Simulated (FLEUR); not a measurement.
# CuI (Marshite) (F-43m) in FLEUR: settings compared, part 2 of 3

FLEUR MaX-R8.1 (patched build s14). The steps go on from the part before.

## 3. Density of states, PBE, spin-orbit coupling, no magnetisation (volume scaled by 1.15)

File inp.xml:

```xml
<?xml version="1.0" encoding="UTF-8" standalone="no"?>
<fleurInput fleurInputVersion="0.39">
   <comment>
      CuI                                                                                                 
   </comment>
   <calculationSetup>
      <cutoffs Kmax="3.8" Gmax="11.8" GmaxXC="11.8" numbands="all"/>
      <scfLoop itmax="60" minDistance="0.00001" maxIterBroyd="15" imix="Anderson" alpha="0.05" precondParam="0.0" spinf="2.0"/>
      <coreElectrons ctail="T" frcor="F" kcrel="0" coretail_lmax="0"/>
      <xcFunctional name="pbe" relativisticCorrections="F"/>
      <magnetism jspins="1"/>
      <soc l_soc="T" theta="0.0" phi="0.0" spav="F"/>
      <expertModes spex="0" secvar="F"/>
      <geometryOptimization l_f="F" forcealpha="1.0" forcemix="BFGS" epsdisp="0.00001" epsforce="0.00001"/>
      <ldaU l_linMix="F" mixParam="0.05" spinf="1.0"/>
   </calculationSetup>
   <cell>
      <bzIntegration valenceElectrons="42.0" mode="hist" fermiSmearingEnergy="0.00073499">
         <kPointListSelection listName="default-1"/>
         <!-- k-points included here -->
         <xi:include xmlns:xi="http://www.w3.org/2001/XInclude" href="kpts.xml"> </xi:include>
      </bzIntegration>
      <!-- symmetry operations included here -->
      <xi:include xmlns:xi="http://www.w3.org/2001/XInclude" href="sym.xml"> </xi:include>
      <bulkLattice scale="1.0">
[... 30 lines left out ...]
            <valenceConfig>(3s1/2) (3p1/2) (3p3/2) (4s1/2) (3d3/2) (3d5/2)</valenceConfig>
            <stateOccupation state="(4s1/2)" spinUp="0.500000" spinDown="0.500000"/>
         </electronConfig>
         <energyParameters s="4" p="4" d="3" f="4"/>
         <lo type="SCLO" l="0" n="3" eDeriv="0"/>
         <lo type="SCLO" l="1" n="3" eDeriv="0"/>
         <lo type="SCLO" l="1" n="3" eDeriv="1"/>
         <lo type="SCLO" l="2" n="3" eDeriv="2"/>
         <lo type="SCLO" l="3" n="4" eDeriv="2"/>
      </species>
   </atomSpecies>
   <atomGroups>
      <atomGroup species="Iodine (I)">
         <relPos label="                   1">.0000000000 .0000000000 .0000000000</relPos>
         <force calculate="T" relaxXYZ="TTT"/>
      </atomGroup>
      <atomGroup species="Copper (Cu)">
         <relPos label="                   2">-1.000/4.000 -1.000/4.000 -1.000/4.000</relPos>
         <force calculate="T" relaxXYZ="TTT"/>
      </atomGroup>
   </atomGroups>
   <output dos="F" band="F" slice="F">
      <checks vchk="F" cdinf="F"/>
      <bandDOS minEnergy="-.5*Htr" maxEnergy="0.5*Htr" sigma="0.015" storeEVData="T"/>
      <vacuumDOS vacdos="F" integ="F" star="F" nstars="0" locx1="0.0" locy1="0.0" locx2="0.0" locy2="0.0" nstm="0" tworkf="0.0"/>
      <unfoldingBand unfoldBand="F" supercellX="1" supercellY="1" supercellZ="1"/>
      <plotting iplot="0" polar="F">
         <plot TwoD="T" vec1="  1.0  0.0  0.0" vec2="  0.0  1.0  0.0" vec3="  0.0  0.0  1.0" zero="  0.0  0.0  0.0" file="plot"/>
      </plotting>
      <chargeDensitySlicing numkpt="0" minEigenval="0.0" maxEigenval="0.0" nnne="0" pallst="F"/>
      <specialOutput eonly="F"/>
      <magneticCircularDichroism mcd="F" energyLo="-10.0" energyUp="0.0"/>
   </output>
  <!-- We include the file relax.xml here to enable relaxations (see documentation) -->
  <xi:include xmlns:xi="http://www.w3.org/2001/XInclude" href="relax.xml"> <xi:fallback/> </xi:include>
</fleurInput>
```

File crystal.txt:

```
CuI
&input cartesian=F /
0.0000000000  3.1760708804  3.1760708804
3.1760708804  0.0000000000  3.1760708804
3.1760708804  3.1760708804  0.0000000000
1.8897261246
1.0 1.0 1.0

2
53 0.0000000000  0.0000000000  0.0000000000
29 0.7500000000  0.7500000000  0.7500000000

&soc 0.0 0.0 /
&kpt div1=5 div2=5 div3=5 gamma=T /
```

File inp.xml (dos):

```
<?xml version="1.0" encoding="UTF-8" standalone="no"?>
<fleurInput fleurInputVersion="0.39">
   <comment>
      CuI                                                                                                 
   </comment>
   <calculationSetup>
      <cutoffs Kmax="3.8" Gmax="11.8" GmaxXC="11.8" numbands="all"/>
      <scfLoop itmax="60" minDistance="0.00001" maxIterBroyd="15" imix="Anderson" alpha="0.05" precondParam="0.0" spinf="2.0"/>
      <coreElectrons ctail="T" frcor="F" kcrel="0" coretail_lmax="0"/>
      <xcFunctional name="pbe" relativisticCorrections="F"/>
      <magnetism jspins="1"/>
      <soc l_soc="T" theta="0.0" phi="0.0" spav="F"/>
      <expertModes spex="0" secvar="F"/>
      <geometryOptimization l_f="F" forcealpha="1.0" forcemix="BFGS" epsdisp="0.00001" epsforce="0.00001"/>
      <ldaU l_linMix="F" mixParam="0.05" spinf="1.0"/>
   </calculationSetup>
   <cell>
      <bzIntegration valenceElectrons="42.0" mode="hist" fermiSmearingEnergy="0.00073499">
         <kPointListSelection listName="default-1"/>
         <!-- k-points included here -->
         <xi:include xmlns:xi="http://www.w3.org/2001/XInclude" href="kpts.xml"> </xi:include>
      </bzIntegration>
[... 31 lines left out ...]
         <electronConfig flipSpins="F">
            <coreConfig>(1s1/2) (2s1/2) (2p1/2) (2p3/2)</coreConfig>
            <valenceConfig>(3s1/2) (3p1/2) (3p3/2) (4s1/2) (3d3/2) (3d5/2)</valenceConfig>
            <stateOccupation state="(4s1/2)" spinUp="0.500000" spinDown="0.500000"/>
         </electronConfig>
         <energyParameters s="4" p="4" d="3" f="4"/>
         <lo type="SCLO" l="0" n="3" eDeriv="0"/>
         <lo type="SCLO" l="1" n="3" eDeriv="0"/>
         <lo type="SCLO" l="1" n="3" eDeriv="1"/>
         <lo type="SCLO" l="2" n="3" eDeriv="2"/>
         <lo type="SCLO" l="3" n="4" eDeriv="2"/>
      </species>
   </atomSpecies>
   <atomGroups>
      <atomGroup species="Iodine (I)">
         <relPos label="                   1">.0000000000 .0000000000 .0000000000</relPos>
         <force calculate="T" relaxXYZ="TTT"/>
      </atomGroup>
      <atomGroup species="Copper (Cu)">
         <relPos label="                   2">-1.000/4.000 -1.000/4.000 -1.000/4.000</relPos>
         <force calculate="T" relaxXYZ="TTT"/>
      </atomGroup>
   </atomGroups>
   <output dos="T" band="F" slice="F">
      <checks vchk="F" cdinf="F"/>
      <bandDOS minEnergy="-0.8*Htr" maxEnergy="0.5*Htr" sigma="0.005" storeEVData="T"/>
      <vacuumDOS vacdos="F" integ="F" star="F" nstars="0" locx1="0.0" locy1="0.0" locx2="0.0" locy2="0.0" nstm="0" tworkf="0.0"/>
      <unfoldingBand unfoldBand="F" supercellX="1" supercellY="1" supercellZ="1"/>
      <plotting iplot="0" polar="F">
         <plot TwoD="T" vec1="  1.0  0.0  0.0" vec2="  0.0  1.0  0.0" vec3="  0.0  0.0  1.0" zero="  0.0  0.0  0.0" file="plot"/>
      </plotting>
      <chargeDensitySlicing numkpt="0" minEigenval="0.0" maxEigenval="0.0" nnne="0" pallst="F"/>
      <specialOutput eonly="F"/>
      <magneticCircularDichroism mcd="F" energyLo="-10.0" energyUp="0.0"/>
   </output>
  <!-- We include the file relax.xml here to enable relaxations (see documentation) -->
  <xi:include xmlns:xi="http://www.w3.org/2001/XInclude" href="relax.xml"> <xi:fallback/> </xi:include>
</fleurInput>
```

Potentials or basis: all-electron, FLAPW.

Command:

```bash
inpgen -f crystal.txt -profile fastHighL
# inp.xml edited to the form shown
fleur
# inp.xml edited to the form shown
fleur   # second run, on inp.xml (dos)
```

Run time: 11 min. Hardware: 1 thread of Intel Xeon Platinum 8259CL at 2.50GHz (Skylake/Cascade Lake), shared host; peak memory 0.2 GiB.

The run converged. Its results:

```yaml
Free_energy: -238753.9093 eV
Band_gap_on_the_k_mesh: 0.66 eV, direct
Valence_electrons_inside_the_program's_atomic_spheres: I 20.54; Cu 17.92 (radii I 2.48, Cu 2.34 bohr)
```

Levels at points of the mesh, in eV from the valence-band top:
```csv
k point,band 40,band 41,band 42,band 43,band 44,band 45
"(0.00, 0.00, 0.00)",0.00,0.00,0.00,0.66,0.66,4.81
```

Core levels (eV from the Fermi level):
```csv
atom,levels
1 I,"1s1/2 -32957.2, 2s1/2 -5086.7, 2p1/2 -4772.1, 2p3/2 -4473.4, 3s1/2 -1023.1, 3p1/2 -893.1, 3p3/2 -836.9, 4s1/2 -175.8, 3d3/2 -607.9, 3d5/2 -596.1"
2 Cu,"1s1/2 -8845.5, 2s1/2 -1058.7, 2p1/2 -926.9, 2p3/2 -906.4"
```

## 4. Band structure, LDA (von Barth-Hedin)

File inp.xml:

```xml
<?xml version="1.0" encoding="UTF-8" standalone="no"?>
<fleurInput fleurInputVersion="0.39">
   <comment>
      CuI                                                                                                 
   </comment>
   <calculationSetup>
      <cutoffs Kmax="3.86" Gmax="12.0" GmaxXC="12.0" numbands="0"/>
      <scfLoop itmax="60" minDistance="0.00001" maxIterBroyd="15" imix="Anderson" alpha="0.05" precondParam="0.0" spinf="2.0"/>
      <coreElectrons ctail="T" frcor="F" kcrel="0" coretail_lmax="0"/>
      <xcFunctional name="bh" relativisticCorrections="F"/>
      <magnetism jspins="1"/>
      <soc l_soc="F" theta="0.0" phi="0.0" spav="F"/>
      <expertModes spex="0" secvar="F"/>
      <geometryOptimization l_f="F" forcealpha="1.0" forcemix="BFGS" epsdisp="0.00001" epsforce="0.00001"/>
      <ldaU l_linMix="F" mixParam="0.05" spinf="1.0"/>
   </calculationSetup>
   <cell>
      <bzIntegration valenceElectrons="42.0" mode="hist" fermiSmearingEnergy="0.00183747">
         <kPointListSelection listName="default-1"/>
         <!-- k-points included here -->
         <xi:include xmlns:xi="http://www.w3.org/2001/XInclude" href="kpts.xml"> </xi:include>
      </bzIntegration>
      <!-- symmetry operations included here -->
      <xi:include xmlns:xi="http://www.w3.org/2001/XInclude" href="sym.xml"> </xi:include>
      <bulkLattice scale="1.0">
[... 30 lines left out ...]
            <valenceConfig>(3s1/2) (3p1/2) (3p3/2) (4s1/2) (3d3/2) (3d5/2)</valenceConfig>
            <stateOccupation state="(4s1/2)" spinUp="0.500000" spinDown="0.500000"/>
         </electronConfig>
         <energyParameters s="4" p="4" d="3" f="4"/>
         <lo type="SCLO" l="0" n="3" eDeriv="0"/>
         <lo type="SCLO" l="1" n="3" eDeriv="0"/>
         <lo type="SCLO" l="1" n="3" eDeriv="1"/>
         <lo type="SCLO" l="2" n="3" eDeriv="2"/>
         <lo type="SCLO" l="3" n="4" eDeriv="2"/>
      </species>
   </atomSpecies>
   <atomGroups>
      <atomGroup species="Iodine (I)">
         <relPos label="                   1">.0000000000 .0000000000 .0000000000</relPos>
         <force calculate="T" relaxXYZ="TTT"/>
      </atomGroup>
      <atomGroup species="Copper (Cu)">
         <relPos label="                   2">-1.000/4.000 -1.000/4.000 -1.000/4.000</relPos>
         <force calculate="T" relaxXYZ="TTT"/>
      </atomGroup>
   </atomGroups>
   <output dos="F" band="F" slice="F">
      <checks vchk="F" cdinf="F"/>
      <bandDOS minEnergy="-.5*Htr" maxEnergy="0.5*Htr" sigma="0.015" storeEVData="T"/>
      <vacuumDOS vacdos="F" integ="F" star="F" nstars="0" locx1="0.0" locy1="0.0" locx2="0.0" locy2="0.0" nstm="0" tworkf="0.0"/>
      <unfoldingBand unfoldBand="F" supercellX="1" supercellY="1" supercellZ="1"/>
      <plotting iplot="0" polar="F">
         <plot TwoD="T" vec1="  1.0  0.0  0.0" vec2="  0.0  1.0  0.0" vec3="  0.0  0.0  1.0" zero="  0.0  0.0  0.0" file="plot"/>
      </plotting>
      <chargeDensitySlicing numkpt="0" minEigenval="0.0" maxEigenval="0.0" nnne="0" pallst="F"/>
      <specialOutput eonly="F"/>
      <magneticCircularDichroism mcd="F" energyLo="-10.0" energyUp="0.0"/>
   </output>
  <!-- We include the file relax.xml here to enable relaxations (see documentation) -->
  <xi:include xmlns:xi="http://www.w3.org/2001/XInclude" href="relax.xml"> <xi:fallback/> </xi:include>
</fleurInput>
```

File crystal.txt:

```
CuI
&input cartesian=F /
0.0000000000  3.0315000000  3.0315000000
3.0315000000  0.0000000000  3.0315000000
3.0315000000  3.0315000000  0.0000000000
1.8897261246
1.0 1.0 1.0

2
53 0.0000000000  0.0000000000  0.0000000000
29 0.7500000000  0.7500000000  0.7500000000

&kpt div1=8 div2=8 div3=8 gamma=T /
```

Changes to inp.xml (bands) since step 2:

```diff
@@ -6,8 +6,8 @@
    <calculationSetup>
-      <cutoffs Kmax="4.0" Gmax="20.0" GmaxXC="20.0" numbands="all"/>
-      <scfLoop itmax="100" minDistance="0.0002" maxIterBroyd="50" imix="Anderson" alpha="0.05" precondParam="0.0" spinf="2.0"/>
+      <cutoffs Kmax="3.86" Gmax="12.0" GmaxXC="12.0" numbands="0"/>
+      <scfLoop itmax="60" minDistance="0.00001" maxIterBroyd="15" imix="Anderson" alpha="0.05" precondParam="0.0" spinf="2.0"/>
       <coreElectrons ctail="T" frcor="F" kcrel="0" coretail_lmax="0"/>
-      <xcFunctional name="vwn" relativisticCorrections="F"/>
+      <xcFunctional name="bh" relativisticCorrections="F"/>
       <magnetism jspins="1"/>
-      <soc l_soc="T" theta="0.0" phi="0.0" spav="F"/>
+      <soc l_soc="F" theta="0.0" phi="0.0" spav="F"/>
       <expertModes spex="0" secvar="F"/>
@@ -17,3 +17,3 @@
    <cell>
-      <bzIntegration valenceElectrons="42.0" mode="gauss" fermiSmearingEnergy="0.00367493">
+      <bzIntegration valenceElectrons="42.0" mode="hist" fermiSmearingEnergy="0.00183747">
          <kPointListSelection listName="path-1"/>
@@ -35,3 +35,3 @@
          <mtSphere radius="2.36" gridPoints="781" logIncrement="0.017"/>
-         <atomicCutoffs lmax="7" lnonsphr="5"/>
+         <atomicCutoffs lmax="9" lnonsphr="7"/>
          <electronConfig flipSpins="F">
@@ -52,3 +52,3 @@
          <mtSphere radius="2.23" gridPoints="737" logIncrement="0.017"/>
-         <atomicCutoffs lmax="6" lnonsphr="4"/>
+         <atomicCutoffs lmax="9" lnonsphr="7"/>
          <electronConfig flipSpins="F">
@@ -59,3 +59,2 @@
          <energyParameters s="4" p="4" d="3" f="4"/>
-         <ldaU l="2" U="6" J="0.9" l_amf="F"/>
          <lo type="SCLO" l="0" n="3" eDeriv="0"/>
@@ -63,2 +62,3 @@
          <lo type="SCLO" l="1" n="3" eDeriv="1"/>
+         <lo type="SCLO" l="2" n="3" eDeriv="2"/>
          <lo type="SCLO" l="3" n="4" eDeriv="2"/>
```

Potentials or basis: all-electron, FLAPW.

Command:

```bash
inpgen -f crystal.txt -profile fastHighL
# inp.xml edited to the form shown
fleur
fleur   # second run, on inp.xml (bands)
```

Log:

```text
Welcome to FLEUR        (www.flapw.de)
      MaX-Release 8.1          (www.max-centre.eu)

 ========== k-point set info ==========
 Selected k-point list: default-1
 k-point list type: mesh
 8 x 8 x 8
 Number of k points: 29

 ------------Calculation Setup---------------------------
 Number of OMP-threads    :            1
 Number of basis functions:          464
 Approximate size of matrices (H+S) per k-point:         0.006 GB
 --------------------------------------------------------
 Iteration:     1   Distance:      10.29457541 me/bohr^3
 Iteration:     2   Distance:       7.69980367 me/bohr^3
 Iteration:     3   Distance:       4.32754572 me/bohr^3
 Iteration:     4   Distance:       5.02164197 me/bohr^3
 Iteration:     5   Distance:       0.97868980 me/bohr^3
 Iteration:     6   Distance:       0.21488408 me/bohr^3
 Iteration:     7   Distance:       0.35778896 me/bohr^3
 Iteration:     8   Distance:       0.06459007 me/bohr^3
 Iteration:     9   Distance:       0.04983102 me/bohr^3
 Iteration:    10   Distance:       0.00623865 me/bohr^3
 Iteration:    11   Distance:       0.00463936 me/bohr^3
 Iteration:    12   Distance:       0.00206438 me/bohr^3
 Iteration:    13   Distance:       0.00025559 me/bohr^3
 Iteration:    14   Distance:       0.00002757 me/bohr^3
 Iteration:    15   Distance:       0.00000402 me/bohr^3

 ********************************************************************
 Run finished successfully
 Stop message:
   all done
 ********************************************************************
```

output (bands):

```text
Welcome to FLEUR        (www.flapw.de)
      MaX-Release 8.1          (www.max-centre.eu)

 ========== k-point set info ==========
 Selected k-point list: path-1
 k-point list type: path
 Number of k points: 60

 ------------Calculation Setup---------------------------
 Number of OMP-threads    :            1
 Number of basis functions:          464
 Approximate size of matrices (H+S) per k-point:         0.006 GB
 --------------------------------------------------------
 Fermi energy correction for insulators:
 No automatic correction of the Fermi energy has been performed.

 Note: Band structure data (together with different weights) is also stored in the banddos.hdf file.
       A convenient way of extracting and plotting the data from that file is by making use of the

 ********************************************************************
 Run finished successfully
 Stop message:
   Charge density postprocessing done.
 ********************************************************************
```

out.xml (last iteration):

```text
<iteration numberForCurrentRun="   15" overallNumber="   15">
         <energyParameters units="Htr">
            <atomicEP atomType="1" spin="1" branch="5s" branchLowest="-6.30" branchHighest="0.35" value="-0.3883648559"/>
            <atomicEP atomType="1" spin="1" branch="5p" branchLowest="-4.35" branchHighest="1.11" value="-0.0760500044"/>
            <atomicEP atomType="1" spin="1" branch="5d" branchLowest="-1.51" branchHighest="2.42" value="0.1617341898"/>
            <atomicEP atomType="1" spin="1" branch="4f" branchLowest="-9.99" branchHighest="1.42" value="0.3195686558"/>
[... 104 lines left out ...]
            </atomTypeDependentContributions>
            <tkbTimesEntropy value="0.0000000000"/>
            <freeEnergy value="-8767.0698108453"/>
            <extrapolationTo0K value="-8767.0698108453"/>
         </totalEnergy>
         <densityConvergence units="me/bohr^3">
            <chargeDensity spin="1" distance="0.0000040238"/>
         </densityConvergence>
      </iteration>
```

Run time: 31 s. Hardware: 1 thread of Intel Xeon 6975P-C (Granite Rapids), shared host; peak memory 0.04 GiB.

Results:

```
Free energy                                           : -238564.1229 eV
Band gap on the k mesh                                : 0.94 eV, direct
Band gap along the path                               : 0.94 eV, direct
Valence electrons inside the program's atomic spheres : I 20.18; Cu 17.83 (radii I 2.36, Cu 2.23 bohr)
```

Levels at the corners of the path, in eV from the valence-band top:
```
point  band 18  band 19  band 20  band 21  band 22  band 23  band 24  band 25
    Γ    -1.90     0.00     0.00     0.00     0.94     4.87     4.87     4.87
    X    -1.85    -1.82    -1.54    -1.54     2.63     2.84     9.01     9.69
    W    -1.95    -1.82    -1.66    -1.30     4.45     4.60     5.94     6.32
    K    -1.88    -1.76    -1.56    -1.28     3.02     4.57     7.46     7.85
    Γ    -1.90     0.00     0.00     0.00     0.94     4.87     4.87     4.87
    L    -1.88    -1.83    -0.72    -0.72     2.03     5.42     5.42     7.24
    U    -1.88    -1.76    -1.56    -1.28     3.02     4.57     7.46     7.85
    W    -1.95    -1.82    -1.66    -1.30     4.45     4.60     5.94     6.32
    L    -1.88    -1.83    -0.72    -0.72     2.03     5.42     5.42     7.24
    K    -1.88    -1.76    -1.56    -1.28     3.02     4.57     7.46     7.85
    U    -1.88    -1.76    -1.56    -1.28     3.02     4.57     7.46     7.85
    X    -1.85    -1.82    -1.54    -1.54     2.63     2.84     9.01     9.69
```

Core levels (eV from the Fermi level):
```csv
atom,levels
1 I,"1s1/2 -32920.2, 2s1/2 -5081.9, 2p1/2 -4770.2, 2p3/2 -4471.8, 3s1/2 -1021.6, 3p1/2 -892.5, 3p3/2 -836.4, 4s1/2 -175.3, 3d3/2 -608.1, 3d5/2 -596.2"
2 Cu,"1s1/2 -8827.6, 2s1/2 -1056.7, 2p1/2 -926.5, 2p3/2 -906.0"
```

Caveat: spin-orbit coupling is left out, which moves the levels of the heavy elements.

[end of part 2 of 3]
